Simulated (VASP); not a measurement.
# SrO (Fm-3m) in VASP: notebook, part 2 of 2

VASP 6.6.1.

## Step 3: Band structure, PBE, spin-orbit coupling, no magnetisation

INCAR

```
ALGO = Fast ; EDIFF = 1E-7
ENCUT = 520 ; GGA = PE
GGA_COMPAT = F ; ISIF = 2
ISMEAR = 0 ; KPAR = 2
LASPH = T ; LCHARG = F
LORBIT = 11 ; LREAL = F
LSORBIT = T ; LWAVE = F
MAGMOM = 0 0 0 0 0 0 ; NELM = 100
PREC = Accurate ; SIGMA = 0.02
```

KPOINTS

```
k-points
0
Gamma
  8 8 8
```

POSCAR

```
SrO
1.0
    0.0000000000      2.5663000000      2.5663000000
    2.5663000000      0.0000000000      2.5663000000
    2.5663000000      2.5663000000      0.0000000000
Sr O
1 1
Direct
    0.5000000000      0.5000000000      0.5000000000
    0.0000000000      0.0000000000      0.0000000000
```

KPOINTS_OPT

```
path GXWKGLUWLK,UX
10
line-mode
reciprocal
 0.0000000000  0.0000000000  0.0000000000  G
 0.5000000000  0.0000000000  0.5000000000  X

 0.5000000000  0.0000000000  0.5000000000  X
 0.5000000000  0.2500000000  0.7500000000  W

 0.5000000000  0.2500000000  0.7500000000  W
 0.3750000000  0.3750000000  0.7500000000  K

 0.3750000000  0.3750000000  0.7500000000  K
 0.0000000000  0.0000000000  0.0000000000  G

 0.0000000000  0.0000000000  0.0000000000  G
 0.5000000000  0.5000000000  0.5000000000  L

 0.5000000000  0.5000000000  0.5000000000  L
 0.6250000000  0.2500000000  0.6250000000  U

 0.6250000000  0.2500000000  0.6250000000  U
 0.5000000000  0.2500000000  0.7500000000  W

 0.5000000000  0.2500000000  0.7500000000  W
 0.5000000000  0.5000000000  0.5000000000  L

 0.5000000000  0.5000000000  0.5000000000  L
 0.3750000000  0.3750000000  0.7500000000  K

 0.6250000000  0.2500000000  0.6250000000  U
 0.5000000000  0.0000000000  0.5000000000  X
```

Potentials or basis: VASP PAW PBE potentials, release 64 (Sr_sv, O).

Command:

```bash
cat potpaw_PBE.64/Sr_sv/POTCAR potpaw_PBE.64/O/POTCAR > POTCAR
mpirun -np 2 vasp_ncl > vasp.out
```

It took 67 s on 2 MPI ranks of Intel Xeon 6975P-C (Granite Rapids), shared host; peak memory 0.28 GiB.

The run converged. Its results:

```yaml
Free_energy: -12.1242 eV
Pressure: 3.9 GPa
Valence_electrons_inside_the_program's_atomic_spheres: Sr 8.11; O 4.98
```

## Step 4: Band structure, LDA, spin-orbit coupling, no magnetisation

INCAR

```
ALGO = Fast ; EDIFF = 1E-7
ENCUT = 520 ; GGA_COMPAT = F
ISIF = 2 ; ISMEAR = 0
KPAR = 2 ; LASPH = T
LCHARG = F ; LORBIT = 11
LREAL = F ; LSORBIT = T
LWAVE = F ; MAGMOM = 0 0 0 0 0 0
NELM = 100 ; PREC = Accurate
SIGMA = 0.02
```

KPOINTS is that of step 3.

POSCAR is that of step 3.

KPOINTS_OPT is that of step 3.

Potentials or basis: VASP PAW LDA potentials, release 64 (Sr_sv, O).

Command:

```bash
cat potpaw_LDA.64/Sr_sv/POTCAR potpaw_LDA.64/O/POTCAR > POTCAR
mpirun -np 2 vasp_ncl > vasp.out
```

OUTCAR:

```text
EDIFF = 1E-7
   ENCUT = 520
   ISIF = 2
   ISMEAR = 0
   LASPH = T
   LORBIT = 11
   LREAL = F
   LSORBIT = T
   NELM = 100
   PREC = Accurate

 ion  position               nearest neighbor table
   1  0.500  0.500  0.500-   2 2.57   2 2.57   2 2.57   2 2.57   2 2.57   2 2.57
   2  0.000  0.000  0.000-   1 2.57   1 2.57   1 2.57   1 2.57   1 2.57   1 2.57

  LATTYP: Found a face centered cubic cell.
 ALAT       =     5.1326000000

  Lattice vectors:

 A1 = (   0.0000000000,   2.5663000000,   2.5663000000)
 A2 = (   2.5663000000,   0.0000000000,   2.5663000000)
 A3 = (   2.5663000000,   2.5663000000,   0.0000000000)

Analysis of symmetry for initial positions (statically):
=====================================================================
 Subroutine PRICEL returns:
 Original cell was already a primitive cell.

 Routine SETGRP: Setting up the symmetry group for a
 face centered cubic supercell.

 Subroutine GETGRP returns: Found 48 space group operations
 (whereof 48 operations were pure point group operations)
 out of a pool of 48 trial point group operations.

[... 888 lines left out ...]
     0.0000000     0.0000000     0.0000000     0.0000000     0.0000000     0.0000000     0.0000000
     0.0000000     0.0000000     0.0000000     0.0000000     0.0000000     0.0000000     0.0000000
     0.0000000     0.0000000     0.0000000     0.0000000     0.0000000     0.0000000     0.0000000
     0.0000000     0.0000000     0.0000000     0.0000000     0.0000000     0.0000000     0.0000000
     0.0000000     0.0000000     0.0000000     0.0000000     0.0000000     0.0000000     0.0000000

 Ion:    2  E_soc:     -0.0003334
 l=   1
     0.0000000    -0.0000556    -0.0000556
    -0.0000556     0.0000000    -0.0000556
    -0.0000556    -0.0000556     0.0000000
 l=   2
     0.0000000     0.0000000     0.0000000     0.0000000     0.0000000
     0.0000000     0.0000000     0.0000000     0.0000000     0.0000000
     0.0000000     0.0000000     0.0000000     0.0000000     0.0000000
     0.0000000     0.0000000     0.0000000     0.0000000     0.0000000
     0.0000000     0.0000000     0.0000000     0.0000000     0.0000000
 l=   3
     0.0000000     0.0000000     0.0000000     0.0000000     0.0000000     0.0000000     0.0000000
     0.0000000     0.0000000     0.0000000     0.0000000     0.0000000     0.0000000     0.0000000
     0.0000000     0.0000000     0.0000000     0.0000000     0.0000000     0.0000000     0.0000000
     0.0000000     0.0000000     0.0000000     0.0000000     0.0000000     0.0000000     0.0000000
     0.0000000     0.0000000     0.0000000     0.0000000     0.0000000     0.0000000     0.0000000
     0.0000000     0.0000000     0.0000000     0.0000000     0.0000000     0.0000000     0.0000000
     0.0000000     0.0000000     0.0000000     0.0000000     0.0000000     0.0000000     0.0000000

 total charge

# of ion       s       p       d       tot
------------------------------------------
    1        2.017   5.833   0.265   8.116
    2        1.541   3.400   0.000   4.941
--------------------------------------------------
tot          3.559   9.233   0.265  13.057

 magnetization (x)

# of ion       s       p       d       tot
------------------------------------------
    1        0.000   0.000   0.000   0.000
    2        0.000   0.000   0.000   0.000
--------------------------------------------------
tot          0.000   0.000   0.000   0.000

 magnetization (y)

# of ion       s       p       d       tot
------------------------------------------
    1       -0.000   0.000   0.000  -0.000
    2       -0.000   0.000   0.000  -0.000
--------------------------------------------------
tot         -0.000   0.000   0.000  -0.000

 magnetization (z)

# of ion       s       p       d       tot
------------------------------------------
    1       -0.000   0.000  -0.000  -0.000
    2       -0.000   0.000   0.000   0.000
--------------------------------------------------
tot         -0.000   0.000  -0.000  -0.000
```

OSZICAR:

```text
N       E                     dE             d eps       ncg     rms          rms(c)
DAV:   1     0.848212408705E+02    0.84821E+02   -0.80828E+03  1392   0.127E+03
DAV:   2    -0.102241531061E+02   -0.95045E+02   -0.88073E+02  1864   0.288E+02
DAV:   3    -0.155205436391E+02   -0.52964E+01   -0.52630E+01  2200   0.597E+01
[... 47 lines left out ...]
DAV:   8    -0.471002531564E+04   -0.69071E-07     1296
       N       E                     dE             ncg
DAV:   1     0.809391180898E+04   -0.88606E+04      624
DAV:   2     0.695112592231E+04   -0.11428E+04      824
DAV:   3     0.689273394037E+04   -0.58392E+02      920
DAV:   4     0.689064639140E+04   -0.20875E+01      920
DAV:   5     0.689063056048E+04   -0.15831E-01      872
DAV:   6     0.689063028066E+04   -0.27982E-03      904
DAV:   7     0.689063027812E+04   -0.25465E-05      872
DAV:   8     0.689063027808E+04   -0.36269E-07      592
```

Run time: 58 s. Hardware: 2 MPI ranks of Intel Xeon 6975P-C (Granite Rapids), shared host; peak memory 0.24 GiB.

What came out:

```
Free energy                                           : -13.4749 eV
Pressure                                              : -3.1 GPa
Valence electrons inside the program's atomic spheres : Sr 8.12; O 4.94
```

## Step 5: Band structure, r2SCAN, spin-orbit coupling, no magnetisation

INCAR

```
ALGO = Normal ; EDIFF = 1E-7
ENCUT = 520 ; GGA_COMPAT = F
ISIF = 2 ; ISMEAR = 0
KPAR = 2 ; LASPH = T
LCHARG = F ; LMIXTAU = T
LORBIT = 11 ; LREAL = F
LSORBIT = T ; LWAVE = F
MAGMOM = 0 0 0 0 0 0 ; METAGGA = R2SCAN
NELM = 100 ; PREC = Accurate
SIGMA = 0.02
```

KPOINTS is that of step 4.

POSCAR is that of step 4.

KPOINTS_OPT is that of step 4.

Potentials or basis: VASP PAW PBE potentials, release 64 (Sr_sv, O).

Command:

```bash
cat potpaw_PBE.64/Sr_sv/POTCAR potpaw_PBE.64/O/POTCAR > POTCAR
mpirun -np 2 vasp_ncl > vasp.out
```

Wall time 4.1 min (2 MPI ranks of Intel Xeon 6975P-C (Granite Rapids), shared host); peak memory 0.3 GiB.

The run converged. Its results:

```
Free energy                                           : -27.1319 eV
Pressure                                              : 2.1 GPa
Valence electrons inside the program's atomic spheres : Sr 8.18; O 5.01
```

Caveat: the PAW data sets were made with another functional, which shifts forces and pressure a little.

## Step 6: The runs side by side

| level | potentials or basis | further INCAR settings | pressure (GPa) |
| --- | --- | --- | --- |
| PBE | VASP PAW PBE potentials, release 64 (Sr_sv, O) | ALGO = Fast; EDIFF = 1e-07 | 3.9 |
| LDA | VASP PAW LDA potentials, release 64 (Sr_sv, O) | ALGO = Fast; EDIFF = 1e-07 | -3.1 |
| r2SCAN | VASP PAW PBE potentials, release 64 (Sr_sv, O) | ALGO = Normal; EDIFF = 1e-07 | 2.1 |

Alike in all rows: task band structure; spin SOC, no magnetisation; cell as given; k mesh 8 × 8 × 8; cutoff (eV) 520; smearing gaussian 0.02 eV.

Caveats: the PAW data sets were made with another functional, which shifts forces and pressure a little (some runs).

Absolute energies hang on the potentials; compare differences alone.
